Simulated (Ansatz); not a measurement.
# RbBr: stable or not

The cell was found from a structure generator's guess, not taken from experiment.

Level of theory: DFT PBE, scalar-relativistic, plane waves, PAW in Ansatz 0.2.0. The final run on the 2-atom cell used 420 eV, a Γ-centred 6×6×6 mesh, 0.02 eV smearing and no spin polarisation.

```
Rb Br
1.0
     2.74872    1.58698    4.51250
    -2.74872    1.58698    4.51250
     0.00000   -3.17395    4.51250
Rb Br
1 1
Direct
  0.00021 0.00021 0.00021
  0.75103 0.75103 0.75103
```

The zero of energy is the elements' standard structures at the same level; no fitted shifts are applied. The references include crystalline Br.

Problem. These tests were run: energy against the elements; phonons on a 2×2×2 q mesh. What do they show?

Solution.

```
                       test                         result
energy against the elements                 −1.676 eV/atom
  phonons on a 2×2×2 q mesh  no imaginary mode on the mesh
```

It fails none of these tests. Other phases of the system weren't compared here, so this isn't yet thermodynamic stability.

The reference form of Br is held partly by dispersion forces, which this level lacks. The run for the phonons used a 6×6×6 k mesh.
